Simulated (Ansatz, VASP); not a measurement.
## One calculation of Cu, two programs

```
Cu
1.0
     0.00000    1.73916    1.73916
     1.73916    0.00000    1.73916
     1.73916    1.73916    0.00000
Cu
1
Direct
  0.00000 0.00000 0.00000
```

Alike in both runs: task single point; functional PBE; k mesh 20 × 20 × 20; occupations gaussian, width 0.1 eV; no spin polarisation.

|  | VASP | Ansatz |
| --- | --- | --- |
| version | VASP 6.6.1 | Ansatz 0.2.0 |
| potentials or method | VASP PAW PBE potentials, release 64 (Cu) | scalar-relativistic, plane waves, PAW |
| plane-wave cutoff (eV) | 520 | 420 |
| valence electrons in the cell | 11 | 19 |

Ansatz gave:

| Property | Result |
| --- | --- |
| gap on the k mesh at the Fermi level (eV) | none |
| pressure (GPa) | 24.8 |

Which values does VASP return?

gap on the k mesh at the Fermi level (eV): none; pressure (GPa): 25.6.

A gap of «none» marks a metal or a gap that the smearing closes. The two sets of potentials don't hold the same shells in valence.

Caveats: so large a pressure means that the cell lies far from this level's equilibrium, or that cutoff or potentials fall short (VASP).
